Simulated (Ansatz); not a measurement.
The system is AlCo3.

```
Co Al
1.0
     3.57495    0.00000    0.00000
     0.00000    3.57495    0.00000
     0.00000    0.00000    3.57495
Co Al
3 1
Direct
  0.00000 0.50000 0.50000
  0.50000 0.00000 0.50000
  0.50000 0.50000 0.00000
  0.00000 0.00000 0.00000
```

The cell comes from a database or a generator and needn't be the stable form of this composition.

Base run:

- Program: Ansatz 0.2.0
- Functional: PBEsol
- Potentials or basis: Ansatz PAW
- Cutoff: 420 eV (not typed: the program's choice for these potentials)
- k mesh: 6 × 6 × 6
- Occupations: fermi-dirac, width 0.05 eV
- Spin: collinear spin, ferromagnetic start
- Starting moments: [3.0, 3.0, 3.0, 0.0] μB
- Fixed moment: 9 μB

Its results: pressure 27.7 GPa; site moments Co +2.64; Al +0.30 μB.

**Question.** The run is repeated on the same cell with these changes: fixed moment from 9 μB to 7.5 μB; moments at the start from [3.0, 3.0, 3.0, 0.0] to [2.5, 2.5, 2.5, 0.0]. What comes out?

**Answer.** Pressure 12.3 GPa; site moments Co +2.30; Al +0.16 μB.

Caveats: the total moment is fixed, so each spin has its own Fermi level; the PAW data sets come from PBE, with cores solved anew for the run's functional, which leaves a small shift of forces and pressure; the thresholds are loose for stress.
